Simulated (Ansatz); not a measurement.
Crystal: FeO.

```xyz
2
Lattice="1.5177 0.8762 2.5158 -1.5177 0.8762 2.5158 0.0000 -1.7525 2.5158" Properties=species:S:1:pos:R:3 pbc="T T T"
Fe    0.0000    0.0000    0.0000
O     0.0000    0.0000    3.7737
```

Base run:

* Program: Ansatz 0.2.0
* Functional: PBE
* Potentials or basis: Ansatz PAW
* Cutoff: 420 eV (not typed: the program's choice for these potentials)
* k mesh: 11 × 11 × 11
* Occupations: fermi-dirac, width 0.05 eV
* Spin: no spin polarisation

Its results: band gap on the k mesh none (metal or under the smearing width); pressure -25.9 GPa.

**Question.** The run is repeated on the same cell with these changes: spin from no spin polarisation to collinear spin, ferromagnetic start. What comes out?

**Answer.** Band gap on the k mesh none (metal or under the smearing width); pressure -0.6 GPa; net moment 4.00 μB per cell; site moments Fe +3.45; O +0.32 μB.

Caveats: semilocal functionals often make such compounds metallic where correlation or magnetic order opens a gap, which also shifts bond lengths; a cell with one magnetic atom can't hold antiferromagnetic order, which such compounds often take (some runs).
